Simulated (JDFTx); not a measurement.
Here is a JDFTx 1.7.0 (patched build) calculation.

The input Ag.in:

```
lattice \
    0.0000000000     3.8602380411     3.8602380411 \
    3.8602380411     0.0000000000     3.8602380411 \
    3.8602380411     3.8602380411     0.0000000000
coords-type Lattice
ion Ag     0.0000000000     0.0000000000     0.0000000000 1

ion-species pseudo/Ag.upf
elec-cutoff 41
elec-ex-corr gga-PBE
kpoint-folding 11 11 11
elec-smearing Fermi 0.0018374661
elec-n-bands 15
electronic-SCF nIterations 100 energyDiffThreshold 1e-08
electronic-minimize nIterations 30 energyDiffThreshold 1e-7
converge-empty-states yes
forces-output-coords Cartesian

dump-name run.$VAR
dump End Ecomponents EigStats BandEigs Kpoints Forces Stress ElecDensity Dtot KEdensity
```

Potentials or basis: PseudoDojo-SR-PBE-0.5-standard.

The run is started by

```bash
$ jdftx -c 1 -i Ag.in -o Ag.out
```

Q: Estimate the band gap on the k mesh.

A: None (metal or under the smearing width).

Q: What does it give for the pressure?

A: 4.3 GPa.
